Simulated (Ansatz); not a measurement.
Input and command of a plane-wave DFT calculation in Ansatz:

```yaml
crystal:
  lattice:
    - [2.9823987244, 0.0, 0.0]
    - [-1.4911993622, 2.5828330596, 0.0]
    - [0.0, 0.0, 5.1775410392]
  atoms:
    - { symbol: Al, position: [0.3333333333, 0.6666666667, 0.0016929024] }
    - { symbol: Al, position: [0.6666666667, 0.3333333333, 0.5016929024] }
    - { symbol: "N", position: [0.3333333333, 0.6666666667, 0.3833070976] }
    - { symbol: "N", position: [0.6666666667, 0.3333333333, 0.8833070976] }
basis:
  ecutwfc: 500
kpoints:
  mp_grid: { grid: [12, 12, 6] }
hamiltonian:
  xc: r2scan
scf:
  occupations: { method: gaussian, width: 0.05 }
output:
  forces: true
  stress: true
  eigenvalues: true
```

```bash
ansatz run input.yaml --threads 2 --pin off --max-ram 5120MiB --backend cpu --events-out ev --progress --plain --runs-dir out
```

Processor: Intel(R) Xeon(R) Processor @ 2.50GHz (Skylake/Cascade Lake), 2 threads, on a host shared with other jobs.

Q: Estimate time, memory and problem size.

A: About 8.9 s on 2 threads of Intel(R) Xeon(R) Processor @ 2.50GHz (Skylake/Cascade Lake) (shared host), peak memory 0.46 GiB. It solves 12 bands at 76 k points (the mesh reduced by symmetry) with about 1039 plane waves, in 7 SCF iterations.
